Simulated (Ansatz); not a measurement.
Space group P6_3/mmc (No. 194). a = 2.675 Å, b = 2.675 Å, c = 8.727 Å, α = 90.00°, β = 90.00°, γ = 120.00°
| atom | site | symmetry | x | y | z |
| --- | --- | --- | --- | --- | --- |
| Rh | 2a | -3m. | 0.0000 | 0.0000 | 0.0000 |
| Rh | 2c | -6m2 | 0.3333 | 0.6667 | 0.2500 |

Equation of state of this Rh structure (not necessarily the ground state), with shape and atoms relaxed at each volume where symmetry leaves them free. It has no gap at any of these volumes. Level of theory: Ansatz 0.2.0, DFT PBEsol, scalar-relativistic, plane waves, PAW.

Cutoff 420 eV; k points 18×18×6 on the computed 4-atom cell (Γ-centred); Gaussian smearing, width 0.10 eV; no spin polarisation.

```csv
V (Å³/atom),E − E(largest V) (meV/atom),P (GPa)
12.713,10.52,21.34
13.119,-28.19,9.71
13.525,-39.97,0.01
13.931,-29.31,-8.05
14.336,0.00,-14.75
```

**Question.** Fit a third-order Birch–Murnaghan equation to E(V).

**Answer.** V0 = 13.52 Å³/atom, B0 = 295 GPa, B0' = 5.1.

This form isn't the element's structure at ambient conditions.